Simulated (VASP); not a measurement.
# Re (Fm-3m) in VASP: a series of runs

The runs below take Re through single point, relaxation of cell and atoms, with PBE.

Program: VASP 6.6.1. These are calculated values, not measurements. Logs are shortened: lines on timing, memory, paths and dates and some standing lists are left out, and cuts for length are marked.

### 1 Starting point

The structure is cubic, space group Fm-3m (No. 225). The conventional cell has a = 3.916 Å, b = 3.916 Å, c = 3.916 Å, α = 90.00°, β = 90.00°, γ = 90.00°. Around Re (site symmetry m-3m) lie 12 Re at 2.77 Å.

This isn't the form of Re at room conditions, which is hcp.

### 2 Single point, PBE

The input, INCAR:

```
PREC     = Accurate       # precision mode
ENCUT    = 520            # plane-wave cutoff, eV
EDIFF    = 1E-6           # SCF threshold, eV
ISMEAR   = 0              # smearing method
SIGMA    = 0.1            # smearing width, eV
LREAL    = F              # projectors in reciprocal space
LASPH    = T              # aspherical terms in the spheres
NELM     = 100            # most SCF steps
ALGO     = Normal         # electronic algorithm
ISIF     = 2              # what is computed and relaxed
LWAVE    = F              # write WAVECAR
LCHARG   = F              # write CHGCAR
GGA      = PE             # functional
NBANDS   = 10             # bands
```

The input, KPOINTS:

```
regular mesh
0
Gamma
  18 18 18
```

The input, POSCAR:

```
Re
1.0
    0.0000000000      1.9577635077      1.9577635077
    1.9577635077      0.0000000000      1.9577635077
    1.9577635077      1.9577635077      0.0000000000
Re
1
Direct
    0.0000000000      0.0000000000      0.0000000000
```

Potentials or basis: VASP PAW PBE potentials, release 64 (Re).

On the command line:

```bash
cat potpaw_PBE.64/Re/POTCAR > POTCAR
mpirun -np 1 vasp_std > vasp.out
```

OUTCAR:

```text
PREC = Accurate
   ENCUT = 520
   EDIFF = 1E-6
   ISMEAR = 0
   LREAL = F
   LASPH = T
   NELM = 100
   ISIF = 2
   GGA = PE

 ion  position               nearest neighbor table
   1  0.000  0.000  0.000-

  LATTYP: Found a face centered cubic cell.
 ALAT       =     3.9155270154

  Lattice vectors:

 A1 = (   0.0000000000,   1.9577635077,   1.9577635077)
 A2 = (   1.9577635077,   0.0000000000,   1.9577635077)
 A3 = (   1.9577635077,   1.9577635077,   0.0000000000)

Analysis of symmetry for initial positions (statically):
=====================================================================
 Subroutine PRICEL returns:
 Original cell was already a primitive cell.

 Routine SETGRP: Setting up the symmetry group for a
 face centered cubic supercell.

 Subroutine GETGRP returns: Found 48 space group operations
 (whereof 48 operations were pure point group operations)
 out of a pool of 48 trial point group operations.

The static configuration has the point symmetry O_h .

Analysis of symmetry for dynamics (positions and initial velocities):
=====================================================================
 Subroutine PRICEL returns:
 Original cell was already a primitive cell.

 Routine SETGRP: Setting up the symmetry group for a
 face centered cubic supercell.

 Subroutine GETGRP returns: Found 48 space group operations
 (whereof 48 operations were pure point group operations)
 out of a pool of 48 trial point group operations.

The dynamic configuration has the point symmetry O_h .

 Subroutine INISYM returns: Found 48 space group operations
 (whereof 48 operations are pure point group operations),
 and found     1 'primitive' translations

----------------------------------------------------------------------------------------

                                     Primitive cell

  volume of cell :      15.0076

  direct lattice vectors                    reciprocal lattice vectors
     0.000000000  1.957763508  1.957763508    -0.255393462  0.255393462  0.255393462
     1.957763508  0.000000000  1.957763508     0.255393462 -0.255393462  0.255393462
     1.957763508  1.957763508  0.000000000     0.255393462  0.255393462 -0.255393462

  length of vectors
     2.768695705  2.768695705  2.768695705     0.442354452  0.442354452  0.442354452

  position of ions in fractional coordinates (direct lattice)
     0.000000000  0.000000000  0.000000000

  ion indices of the primitive-cell ions
   primitive index   ion index
                 1           1

----------------------------------------------------------------------------------------

 KPOINTS: regular mesh

Automatic generation of k-mesh.
 Grid dimensions read from file:
 generate k-points for:   18   18   18

 Generating k-lattice:

  Cartesian coordinates                     Fractional coordinates (reciprocal lattice)
    -0.014188526  0.014188526  0.014188526     0.055555556  0.000000000  0.000000000
     0.014188526 -0.014188526  0.014188526     0.000000000  0.055555556  0.000000000
     0.014188526  0.014188526 -0.014188526     0.000000000  0.000000000  0.055555556

  Length of vectors
     0.024575247  0.024575247  0.024575247

  Shift w.r.t. Gamma in fractional coordinates (k-lattice)
     0.000000000  0.000000000  0.000000000

 Subroutine IBZKPT returns following result:
 ===========================================

 Found    195 irreducible k-points:

 Following reciprocal coordinates:
            Coordinates               Weight
  0.000000  0.000000  0.000000      1.000000
  0.055556  0.000000  0.000000      8.000000
  0.111111  0.000000  0.000000      8.000000
  0.166667  0.000000  0.000000      8.000000
  0.222222  0.000000  0.000000      8.000000
  0.277778  0.000000  0.000000      8.000000
[... 16 lines left out ...]
 -0.277778  0.055556  0.000000     24.000000
 -0.222222  0.055556  0.000000     24.000000
 [... further k-points ...]
   k-points           NKPTS =    195   k-points in BZ     NKDIM =    195   number of bands    NBANDS=     10
   number of dos      NEDOS =    301   number of ions     NIONS =      1
   total plane-waves  NPLWV =  13824
   dimension x,y,z NGX =    24 NGY =   24 NGZ =   24
   dimension x,y,z NGXF=    48 NGYF=   48 NGZF=   48
   ions per type =               1
   NGX,Y,Z   is equivalent  to a cutoff of  14.41, 14.41, 14.41 a.u.
   NGXF,Y,Z  is equivalent  to a cutoff of  28.82, 28.82, 28.82 a.u.
 SYSTEM =  unknown system
   PREC   = accura    normal or accurate (medium, high low for compatibility)
   ISTART =      0    job   : 0-new  1-cont  2-samecut
   ICHARG =      2    charge: 1-file 2-atom 10-const
   ISPIN  =      1    spin polarized calculation?
   LNONCOLLINEAR =      F non collinear calculations
   LSORBIT =      F    spin-orbit coupling
   LASPH  =      T    aspherical Exc in radial PAW
   ENCUT  =  520.0 eV  38.22 Ry    6.18 a.u.   5.15  5.15  5.15*2*pi/ulx,y,z
   NELM   =    100;   NELMIN=  2; NELMDL= -5     # of ELM steps
   EDIFF  = 0.1E-05   stopping-criterion for ELM
   LREAL  =      F    real-space projection
   EDIFFG = 0.1E-04   stopping-criterion for IOM
   NSW    =      0    number of steps for IOM
   IBRION =     -1    ionic relax: 0-MD 1-quasi-New 2-CG
   NFREE  =      0    steps in history (QN), initial steepest desc. (CG)
   ISIF   =      2    stress and relaxation
   ISYM   =      2    0-nonsym 1-usesym 2-fastsym
   POTIM  = 0.5000    time-step for ionic-motion
   TEBEG  =    0.0;   TEEND  =   0.0 temperature during run
   PSTRESS=    0.0 pullay stress
   NELECT =       7.0000    total number of electrons
   NUPDOWN=      -1.0000    fix difference up-down
   EMIN   =  10.00;   EMAX   =-10.00  energy-range for DOS
   EFERMI =   0.00;   METHOD = LEGACY
   ISMEAR =     0;   SIGMA  =   0.10  broadening in eV -4-tet -1-fermi 0-gaus
   EFERMI_NEDOS =   21; number of points for ismear=-14 and -15
   IALGO  =     38    algorithm
   IMIX   =      4    mixing-type and parameters
     AMIX     =   0.40;   BMIX     =  1.00
     AMIX_MAG =   1.60;   BMIX_MAG =  1.00
  volume/ion in A,a.u.               =      15.01       101.28
  Fermi-wavevector in a.u.,A,eV,Ry     =   1.269611  2.399217 21.931389  1.611912
  Thomas-Fermi vector in A             =   2.402643
   LORBIT       =      0    0 simple, 1 ext, 2 COOP (PROOUT), +10 PAW based schemes
   GGA     = PE    functional components
   LHFCALC =     F    Hartree Fock is set to
   AEXX    =    0.0000 exact exchange contribution
   IVDW    =     0    specifies the selected vdW correction
   LEPSILON=     F    determine dielectric tensor
   LRPA    =     F    only Hartree local field effects (RPA)
 non-spin polarized calculation
 Gauss-broadening in eV      SIGMA  =   0.10
  energy-cutoff  :      520.00
  volume of cell :       15.01
 maximum number of plane-waves:       419
 NGX is ok and might be reduce to    24
   NGX = 11   NGY = 11   NGZ = 11

 number of electron       7.0000001 magnetization

 Free energy of the ion-electron system (eV)
  ---------------------------------------------------
  ext. energy  EPLUGINS =         0.00000000
  ---------------------------------------------------
  free energy    TOTEN  =       -12.36324473 eV

  energy without entropy =      -12.35881146  energy(sigma->0) =      -12.36102809

 E-fermi :   7.8979     XC(G=0): -13.6233

 val. band max:        7.8762694975   @ k =   0.4444   0.2222   0.0000
 cond. band min:       7.9178346283   @ k =   0.4444   0.3889   0.0556
 fundamental gap:      0.0415651307
 Fermi energy:         7.8979255580

 k-point     1 :       0.0000    0.0000    0.0000
  band No.  band energies     occupation
      1      -2.0838      2.00000
      2       6.0434      2.00000
      3       6.0434      2.00000
      4       6.0434      2.00000
      5       9.1368      0.00000
      6       9.1368      0.00000
      7      21.8039      0.00000
      8      27.3504      0.00000
      9      27.3504      0.00000
     10      27.3504      0.00000

 k-point     2 :       0.0556    0.0000    0.0000
  band No.  band energies     occupation
      1      -1.9430      2.00000
      2       5.9471      2.00000
      3       6.1098      2.00000
      4       6.1098      2.00000
      5       9.0833      0.00000
      6       9.0833      0.00000
      7      22.0782      0.00000
      8      26.6035      0.00000
      9      27.6066      0.00000
     10      27.6066      0.00000

 k-point     3 :       0.1111    0.0000    0.0000
  band No.  band energies     occupation
      1      -1.5355      2.00000
      2       5.6988      2.00000
      3       6.2829      2.00000
      4       6.2829      2.00000
      5       8.9642      0.00000
      6       8.9642      0.00000
      7      22.8227      0.00000
      8      25.2482      0.00000
      9      28.3511      0.00000
     10      28.3511      0.00000

 k-point     4 :       0.1667    0.0000    0.0000
  band No.  band energies     occupation
      1      -0.9115      2.00000
      2       5.4054      2.00000
      3       6.4733      2.00000
      4       6.4733      2.00000
      5       8.9047      0.00000
      6       8.9047      0.00000
      7      23.3569      0.00000
      8      24.4214      0.00000
      9      29.5188      0.00000
     10      29.5188      0.00000

 k-point     5 :       0.2222    0.0000    0.0000
  band No.  band energies     occupation
      1      -0.1730      2.00000
      2       5.2196      2.00000
      3       6.5401      2.00000
      4       6.5401      2.00000
      5       9.0799      0.00000
      6       9.0799      0.00000
      7      22.3235      0.00000
      8      25.1984      0.00000
      9      31.0086      0.00000
     10      31.0297      0.00000

 k-point     6 :       0.2778    0.0000    0.0000
  band No.  band energies     occupation
      1       0.5075      2.00000
      2       5.3302      2.00000
      3       6.4282      2.00000
      4       6.4282      2.00000
      5       9.5562      0.00000
      6       9.5562      0.00000
      7      21.1904      0.00000
      8      25.1748      0.00000
      9      32.1583      0.00000
     10      32.4037      0.00000
[... 183 lines left out ...]
 k-point    21 :      -0.3889    0.0556    0.0000
  band No.  band energies     occupation
      1       1.2788      2.00000
      2       5.8559      2.00000
      3       6.0552      2.00000
      4       6.9151      2.00000
      5      10.7814      0.00000
      6      11.6618      0.00000
      7      18.6862      0.00000
      8      22.3011      0.00000
      9      28.1088      0.00000
     10      29.3974      0.00000

 k-point    22 :      -0.3333    0.0556    0.0000
  band No.  band energies     occupation
      1       1.1615      2.00000
      2       5.9916      2.00000
      3       6.0665      2.00000
      4       6.2320      2.00000
      5      10.0362      0.00000
      6      11.0570      0.00000
      7      19.8778      0.00000
      8      23.4836      0.00000
      9      29.1779      0.00000
     10      31.1880      0.00000

 k-point    23 :      -0.2778    0.0556    0.0000
  band No.  band energies     occupation
      1       0.8120      2.00000
      2       5.3260      2.00000
      3       6.3002      2.00000
      4       6.4522      2.00000
      5       9.2926      0.00000
      6      10.3602      0.00000
      7      21.0128      0.00000
      8      24.9196      0.00000
      9      30.3313      0.00000
     10      31.4836      0.00000

 k-point    24 :      -0.2222    0.0556    0.0000
  band No.  band energies     occupation
      1       0.1891      2.00000
      2       5.0983      2.00000
      3       6.4930      2.00000
      4       6.6248      2.00000
      5       8.7222      0.00000
      6       9.7405      0.00000
      7      22.1362      0.00000
      8      25.4880      0.00000
      9      30.1737      0.00000
     10      31.3974      0.00000

 [... further k-points ...]

------------------------ aborting loop because EDIFF is reached ----------------------------------------

  FORCE on cell =-STRESS in cart. coord.  units (eV):
  Direction    XX          YY          ZZ          XY          YZ          ZX
  --------------------------------------------------------------------------------------
  -------------------------------------------------------------------------------------
  Total       -0.0584753     -0.0584753     -0.0584753     -0.0000000     -0.0000000     -0.0000000
  in kB       -6.2426934     -6.2426934     -6.2426934     -0.0000000     -0.0000000     -0.0000000
  external PRESSURE =      -6.2426934 kB  Pullay stress =       0.0000000 kB

 VOLUME and BASIS-vectors are now :
 -----------------------------------------------------------------------------
  energy-cutoff  :      520.00
  volume of cell :       15.01
      direct lattice vectors                 reciprocal lattice vectors
     0.000000000  1.957763508  1.957763508    -0.255393462  0.255393462  0.255393462
     1.957763508  0.000000000  1.957763508     0.255393462 -0.255393462  0.255393462
     1.957763508  1.957763508  0.000000000     0.255393462  0.255393462 -0.255393462

 POSITION                                       TOTAL-FORCE (eV/Angst)
 -----------------------------------------------------------------------------------
      0.00000      0.00000      0.00000         0.000000      0.000000      0.000000
 -----------------------------------------------------------------------------------
    total drift:                               -0.000000      0.000000      0.000000

  FREE ENERGIE OF THE ION-ELECTRON SYSTEM (eV)
  ---------------------------------------------------
  free  energy   TOTEN  =       -12.3632447250 eV

  energy  without entropy=      -12.3588114566  energy(sigma->0) =      -12.36102809
```

It took 33 s on 1 thread of Intel Xeon Platinum 8375C at 2.90GHz (Ice Lake), shared host; peak memory 0.16 GiB.

Results:

* Free energy: -12.3632 eV
* Pressure: -0.6 GPa
* Band gap on the k mesh: none (metal or under the smearing width)

The run has no spin-orbit coupling, so splittings on Re are missing.

### 3 Relaxation of cell and atoms, PBE

This run uses another cell than the first one, of 14.70 Å³/atom, 0.980 times its volume.

The input, INCAR:

```
SYSTEM = Re
PREC = Accurate
ENCUT = 600
EDIFF = 1E-6
ISMEAR = 0
SIGMA = 0.1
LREAL = .FALSE.
LASPH = .TRUE.
NELM = 100
ALGO = Normal
ISIF = 3
LWAVE = .FALSE.
LCHARG = .FALSE.
GGA = PE
IBRION = 2
NSW = 100
EDIFFG = -0.002
```

The input, KPOINTS:

```
regular mesh
0
G
  18 18 18
  0 0 0
```

The input, POSCAR:

```
Re
1.0
    0.0000000000      1.9442962850      1.9442962850
    1.9442962850      0.0000000000      1.9442962850
    1.9442962850      1.9442962850      0.0000000000
Re
1
Direct
    0.0000000000      0.0000000000      0.0000000000
```

Potentials or basis: VASP PAW PBE potentials, release 64 (Re).

On the command line:

```bash
cat potpaw_PBE.64/Re/POTCAR > POTCAR
mpirun -np 1 vasp_std > vasp.out
```

Run time: 90 s. Hardware: 1 thread of Intel Xeon Platinum 8375C at 2.90GHz (Ice Lake), shared host; peak memory 0.16 GiB.

The run converged. Its results:

```
Free energy                            : -12.3643 eV
Relaxed volume                         : 14.99 Å³/atom
Relaxed cell                           : a = 2.767 Å, b = 2.767 Å, c = 2.767 Å, α = 60.00°, β = 60.00°, γ = 60.00°
Space group after relaxing (to 0.05 Å) : Fm-3m (No. 225)
Energy gained by relaxing              : 6.5 meV/atom
Ionic steps                            : 6
Pressure after relaxing                : 0.0 GPa
Band gap on the k mesh                 : none (metal or under the smearing width)
```

The path:
| step | energy change (eV) | largest force (eV/Å) | pressure (GPa) | volume (Å³) |
| --- | --- | --- | --- | --- |
| 1 | 0.0000 | 0.0000 | 7.49 | 14.70 |
| 2 | 0.0937 | 0.0000 | -24.32 | 16.21 |
| 3 | -0.0065 | 0.0000 | -0.27 | 15.00 |
| 4 | -0.0065 | 0.0000 | 0.03 | 14.99 |
| 5 | -0.0065 | 0.0000 | 0.03 | 14.99 |
| 6 | -0.0065 | 0.0000 | 0.02 | 14.99 |

Final structure:
```cif
data_structure
_symmetry_space_group_name_H-M 'P 1'
_symmetry_Int_Tables_number 1
_cell_length_a 2.7674
_cell_length_b 2.7674
_cell_length_c 2.7674
_cell_angle_alpha 60.000
_cell_angle_beta 60.000
_cell_angle_gamma 60.000
_cell_volume 14.99
loop_
_atom_site_label
_atom_site_type_symbol
_atom_site_fract_x
_atom_site_fract_y
_atom_site_fract_z
_atom_site_occupancy
Re1 Re 0.00000 0.00000 0.00000 1
```

Levels at points of the mesh, in eV from the Fermi level:
| k point | band 2 | band 3 | band 4 | band 5 | band 6 | band 7 |
| --- | --- | --- | --- | --- | --- | --- |
| (0.00, 0.00, 0.00) | -1.86 | -1.86 | -1.86 | 1.24 | 1.24 | 13.91 |
| (0.50, 0.00, 0.00) | -2.06 | -2.06 | 0.20 | 3.72 | 3.72 | 9.72 |
| (0.50, 0.50, 0.00) | -5.81 | 2.74 | 3.67 | 4.45 | 4.45 | 12.15 |

Spin-orbit coupling is left out, which matters for the levels of Re.

### 4 Single point, PBE

This run uses another cell than the first one, of 14.70 Å³/atom, 0.980 times its volume.

The input, INCAR:

```
PREC = Accurate ; ENCUT = 520
EDIFF = 1E-6 ; ISMEAR = 0
SIGMA = 0.1 ; LREAL = F
LASPH = T ; NELM = 100
ALGO = Normal ; ISIF = 2
LWAVE = F ; LCHARG = F
GGA = PE ; NBANDS = 10
```

The input, KPOINTS:

```
Automatic mesh
0
Gamma
  8 8 8
```

POSCAR is that of step 3.

On the command line:

```bash
cat potpaw_PBE.64/Re/POTCAR > POTCAR
mpirun -np 1 vasp_std > vasp.out
```

It took 9.7 s on 1 thread of Intel Xeon Platinum 8375C at 2.90GHz (Ice Lake), shared host; peak memory 0.12 GiB.

Results (log left out):

```yaml
Free_energy: -12.3341 eV
Pressure: 6.7 GPa
Band_gap_on_the_k_mesh: none (metal or under the smearing width)
```

Levels at points of the mesh, in eV from the Fermi level:
| k point | band 1 | band 2 | band 3 | band 4 | band 5 | band 6 | band 7 | band 8 |
| --- | --- | --- | --- | --- | --- | --- | --- | --- |
| (0.00, 0.00, 0.00) | -10.34 | -2.11 | -2.11 | -2.11 | 1.10 | 1.10 | 13.70 | 19.39 |
| (0.50, 0.00, 0.00) | -7.09 | -2.31 | -2.31 | 0.03 | 3.65 | 3.65 | 9.81 | 13.21 |
| (0.50, 0.50, 0.00) | -7.03 | -6.17 | 2.61 | 3.61 | 4.40 | 4.40 | 12.10 | 12.10 |

### 5 Overview

| task | cell | k mesh | cutoff (eV) | gap on the mesh (eV) | pressure (GPa) |
| --- | --- | --- | --- | --- | --- |
| single point | Fm-3m, 15.01 Å³/atom | 18 × 18 × 18 | 520 | none | -0.6 |
| relaxation of cell and atoms | relaxed | 18 × 18 × 18 | 600 | none | 0.0 |
| single point | Fm-3m, 14.7 Å³/atom | 8 × 8 × 8 | 520 | none | 6.7 |

Alike in all rows: level PBE; potentials or basis VASP PAW PBE potentials, release 64 (Re); no spin polarisation; smearing gaussian 0.1 eV.

Total energies depend on the potentials used, so only differences within one code and one set of settings carry meaning.
